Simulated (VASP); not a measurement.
Set up this calculation in VASP 6.6.1, as the native input.

- Task: relaxation of cell and atoms
- Functional: PBE
- Dispersion: D3(BJ)
- Potentials or basis: VASP PAW PBE potentials, release 64 (Be, S)
- Cutoff: 600 eV
- k mesh: 8 × 8 × 8
- Occupations: gaussian, width 0.02 eV
- Spin: no spin polarisation
- Further INCAR settings: ALGO = Fast; EDIFF = 1e-07; IBRION = 2; EDIFFG = -0.005; NSW = 90; ISIF = 3

The structure of BeS lies in POSCAR:

```
BeS
1.0
    0.0000000000      2.4351516500      2.4351516500
    2.4351516500      0.0000000000      2.4351516500
    2.4351516500      2.4351516500      0.0000000000
Be S
1 1
Direct
    0.0000000000      0.0000000000      0.0000000000
    0.2500000000      0.2500000000      0.2500000000
```

The cell is a database's computed one.

The input as run:

INCAR

```
SYSTEM = BeS
PREC     = Accurate       ! precision mode
ENCUT    = 600            ! plane-wave cutoff, eV
EDIFF    = 1E-7           ! SCF threshold, eV
ISMEAR   = 0              ! smearing method
SIGMA    = 0.02           ! smearing width, eV
LREAL    = .FALSE.        ! projectors in reciprocal space
LASPH    = .TRUE.         ! aspherical terms in the spheres
NELM     = 80             ! most SCF steps
ALGO     = Fast           ! electronic algorithm
ISIF     = 3              ! what is computed and relaxed
LWAVE    = .FALSE.        ! write WAVECAR
LCHARG   = .FALSE.        ! write CHGCAR
GGA      = PE             ! functional
IVDW     = 12             ! dispersion correction
IBRION   = 2              ! ionic algorithm
NSW      = 90             ! ionic steps
EDIFFG   = -0.005         ! ionic threshold
```

KPOINTS

```
Automatic mesh
0
G
  8 8 8
  0 0 0
```

Potentials or basis: VASP PAW PBE potentials, release 64 (Be, S).

Command:

```console
$ cat potpaw_PBE.64/Be/POTCAR potpaw_PBE.64/S/POTCAR > POTCAR
$ mpirun -np 1 vasp_std > vasp.out
```

Results of the run:

The relaxed volume is 13.97 Å³/atom, the relaxed cell is a = 3.406 Å, b = 3.406 Å, c = 3.406 Å, α = 60.00°, β = 60.00°, γ = 60.00° and the space group after relaxing (to 0.05 Å) is F-43m (No. 216). The energy gained by relaxing is 4.7 meV/atom, the ionic steps are 3 and the pressure after relaxing is 0.0 GPa. The band gap on the k mesh is 3.06 eV, indirect (least direct gap 5.66 eV) and the dispersion energy per atom is -0.308 eV.

Run time: 24 s on 1 thread of Intel(R) Xeon(R) Platinum 8259CL CPU @ 2.50GHz (Skylake/Cascade Lake), with other jobs on the host, peak memory 0.16 GiB.
